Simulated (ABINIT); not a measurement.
Cu, 2 atoms in the cell. It takes space group Cmcm (No. 63, orthorhombic). Conventional cell: a = 2.437 Å, b = 7.953 Å, c = 2.475 Å, α = 90.00°, β = 90.00°, γ = 90.00°. Cu (site symmetry m2m) has 10 Cu at 2.44 to 2.54 Å as nearest neighbours. This isn't the form of Cu at room conditions, which is fcc.

- Program: ABINIT 10.8.3 (patched build)
- Task: single point
- Functional: PBEsol
- Potentials or basis: JTH PAW PBE v2.0
- Cutoff: 707 eV
- k mesh: 11 × 11 × 11
- Occupations: fermi-dirac, width 0.05 eV
- Spin: no spin polarisation
- Fine-grid cutoff: 1306.15 eV

Potentials or basis: JTH PAW PBE v2.0.

Run with:

```console
$ abinit run.abi > log 2>&1
```

Hardware: 1 thread of Arm Neoverse V2 (shared host).

Problem. Estimate the wall time of this run.

Solution. Run time: 3.5 min on 1 thread of Arm Neoverse V2, on a shared host, peak memory 0.25 GiB. Counts: scf iterations 14, mpi ranks 1, k points 216, bands 23, plane waves 1041.
